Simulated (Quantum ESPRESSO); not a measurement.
Runs of Quantum ESPRESSO 7.5 on Ir. The structure is hexagonal, space group P6_3/mmc (No. 194). Conventional cell: a = 2.751 Å, b = 2.751 Å, c = 4.462 Å, α = 90.00°, β = 90.00°, γ = 120.00°. Ir (site symmetry -6m2) has 12 Ir at 2.74 to 2.75 Å as nearest neighbours. This isn't the form of Ir at room conditions, which is fcc.

```tsv
task	level	cell	ASE optimiser	gap on the mesh (eV)	pressure (GPa)	relaxed volume (Å³/atom)
relaxation of cell and atoms	PBEsol+D3	relaxed	BFGS	none	0.0	13.91
relaxation of cell and atoms	PBEsol+D3(BJ)	relaxed	BFGS	none	0.0	13.90
relaxation of cell and atoms	PBEsol	relaxed	LBFGS	none	0.0	(a)
band structure	PBEsol	as given	-	none	-12.4	-
```

Alike in all rows: potentials or basis GBRV 1.5 PBEsol; no spin polarisation; k mesh 11 × 11 × 6; cutoff (eV) 612; smearing fermi-dirac 0.05 eV.

**Question.** Estimate the missing entries.

**Answer.** (a) 14.12.

Caveats: pairwise dispersion overbinds metals, which lowers pressure and volume (some runs).

A k mesh can miss the band edges, and the runs leave out spin-orbit coupling on Ir.

A gap of «none» marks a metal or a gap under the smearing width.

Not every run made on this cell is shown here.
